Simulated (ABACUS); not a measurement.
Cl in ABACUS: the effect of functional

Cl:

```
Cl
1.0
     3.14500   -2.25000    0.00000
     3.14500    2.25000    0.00000
     0.00000    0.00000    8.21000
Cl
4
Direct
  0.37000 0.63000 0.40000
  0.13000 0.87000 0.90000
  0.63000 0.37000 0.60000
  0.87000 0.13000 0.10000
```

Alike in all runs:

| Quantity | Value |
| --- | --- |
| Program | ABACUS 3.10.1 |
| Task | single point |
| Potentials or basis | SG15 ONCV 1.2 PBE |
| Cutoff | 816 eV |
| Density cutoff | 3265 eV |
| Basis | plane waves |
| k mesh | 5 × 5 × 3 |
| Occupations | fermi-dirac, width 0.05 eV |
| Spin | no spin polarisation |

| functional | gap on the mesh (eV) | pressure (GPa) | largest force (eV/Å) |
| --- | --- | --- | --- |
| LDA | 2.38 | -1.6 | 0.31 |
| PBE | 2.51 | 1.0 | 0.24 |
| PBEsol | 2.44 | -0.3 | 0.19 |
| PW91 | ? | ? | ? |
| BLYP | 2.58 | 2.6 | 0.66 |
| SCAN | 2.89 | -0.2 | 0.22 |

Q: What does the run with functional PW91 give?

A: gap on the mesh 2.52 eV; pressure 1.1 GPa; largest force 0.28 eV/Å.

Caveats: an odd mesh through Γ misses points on the zone boundary, where band edges often lie; the potentials were made for another functional, which shifts forces and pressure (some runs).
